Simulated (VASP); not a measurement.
Set up this calculation in VASP 6.6.1, as the native input.

- Task: density of states
- Functional: PBE
- Potentials or basis: VASP PAW PBE potentials, release 64 (Ga_d, N)
- Cutoff: 520 eV
- k mesh: 8 × 8 × 5
- Occupations: gaussian, width 0.05 eV
- Spin: no spin polarisation
- k mesh for the DOS: 12 × 12 × 8
- Occupations for the DOS: tetrahedron
- Further INCAR settings: ALGO = Normal; EDIFF = 1e-06

Crystal: GaN.

```xyz
4
Lattice="3.1890 0.0000 0.0000 -1.5945 2.7618 0.0000 0.0000 0.0000 5.1850" Properties=species:S:1:pos:R:3 pbc="T T T"
Ga    0.0000    1.8412    0.0000
Ga    1.5945    0.9206    2.5925
N     0.0000    1.8412    1.9547
N     1.5945    0.9206    4.5472
```

The cell was built by a generator and needn't be a form met in nature.

The input as run:

POSCAR

```
GaN
1.0
    3.1890000000      0.0000000000      0.0000000000
   -1.5945000000      2.7617550127      0.0000000000
    0.0000000000      0.0000000000      5.1850000000
Ga N
2 2
Direct
    0.3333333333      0.6666666667      0.0000000000
    0.6666666667      0.3333333333      0.5000000000
    0.3333333333      0.6666666667      0.3770000000
    0.6666666667      0.3333333333      0.8770000000
```

INCAR.step1

```
PREC = Accurate
ENCUT = 520
EDIFF = 1E-6
ISMEAR = 0
SIGMA = 0.05
LREAL = F
LASPH = T
NELM = 100
ALGO = Normal
ISIF = 2
LWAVE = F
LCHARG = T
GGA = PE
```

KPOINTS.step1

```
regular mesh
0
Gamma
  8 8 5
```

INCAR.step2

```
PREC = Accurate
ENCUT = 520
EDIFF = 1E-6
ISMEAR = -5
SIGMA = 0.05
LREAL = F
LASPH = T
NELM = 100
ALGO = Normal
ISIF = 2
LWAVE = F
LCHARG = F
GGA = PE
LORBIT = 11
NEDOS = 1001
ICHARG = 11
```

KPOINTS.step2

```
regular mesh
0
Gamma
  12 12 8
```

Potentials or basis: VASP PAW PBE potentials, release 64 (Ga_d, N).

Launch:

```bash
$ cat potpaw_PBE.64/Ga_d/POTCAR potpaw_PBE.64/N/POTCAR > POTCAR
$ cp INCAR.step1 INCAR
$ cp KPOINTS.step1 KPOINTS
$ mpirun -np 1 vasp_std > vasp.out
$ cp INCAR.step2 INCAR
$ cp KPOINTS.step2 KPOINTS
$ mpirun -np 1 vasp_std > vasp.out
```

It gave:

The valence electrons inside the program's atomic spheres are Ga 11.87; N 3.75.

Wall time 27 s on 1 thread of Intel(R) Xeon(R) 6975P-C (Granite Rapids), on a shared host, peak memory 0.21 GiB.
